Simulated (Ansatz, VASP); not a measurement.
S: VASP beside Ansatz

```
CELL_PARAMETERS angstrom
0.00000 2.02665 2.02665
2.02665 0.00000 2.02665
2.02665 2.02665 0.00000
ATOMIC_POSITIONS crystal
S 0.00000 0.00000 0.00000
```

Change from the starting cell: volume scaled by 1.05, crystal datasets.

Alike in both runs: task electric field gradients; functional PBE; k mesh 16 × 16 × 16; occupations fermi-dirac, width 0.03 eV; no spin polarisation.

```csv
,VASP,Ansatz
version,VASP 6.6.1,Ansatz 0.2.0
potentials or method,"VASP PAW PBE potentials, release 64 (S), cutoff 520 eV","all-electron PAW with datasets made for the crystal, scalar-relativistic"
```

|  | VASP | Ansatz | Ansatz less VASP |
| --- | --- | --- | --- |
| pressure (GPa) | -3.7 | -3.5 | +0.17 |
| Vzz of the field gradient on the site that differs most (V/Å²) | 0.0 | 0.0 | 0.00 |

Ansatz ran all-electron here, so the differences hold the error of VASP's frozen core and of both bases.
